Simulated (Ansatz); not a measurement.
Runs of Ansatz 0.2.0 on CuO. The typed cell holds 2 atoms: a = 2.993 Å, b = 2.993 Å, c = 2.993 Å, α = 60.00°, β = 60.00°, γ = 60.00°. The cell comes from a database or a generator and needn't be the stable form of this composition.

```csv
level,share of exact exchange,gap on the mesh (eV),pressure (GPa),largest force (eV/Å)
HSE06,0.25,none,12.1,0.63
HSE06 form with a typed share of exact exchange,0.1,none,15.8,(b)
HSE06 form with a typed share of exact exchange,0.15,none,14.6,0.76
HSE06 form with a typed share of exact exchange,0.5,none,(a),1.04
HSE06 form with a typed share of exact exchange,0.35,none,10.3,0.64
```

Alike in all rows: task single point; potentials or basis Ansatz PAW; no spin polarisation; cell atom 2 moved 0.45 Å; k mesh 6 × 6 × 6; cutoff (eV) 420; smearing fermi-dirac 0.05 eV; the mesh is coarse, so values aren't converged.

Estimate the missing entries.

(a) 8.6; (b) 0.80.

Caveats: all runs use coarse meshes; an odd number of electrons without spin polarisation forces a metal; a magnetic or distorted state may lie lower; the run has no spin polarisation, though such a crystal can be magnetic; the PAW data sets come from PBE, with cores solved anew for the run's functional, which leaves a small shift of forces and pressure; the thresholds are loose for stress.

A gap of «none» marks a metal or a gap under the smearing width.
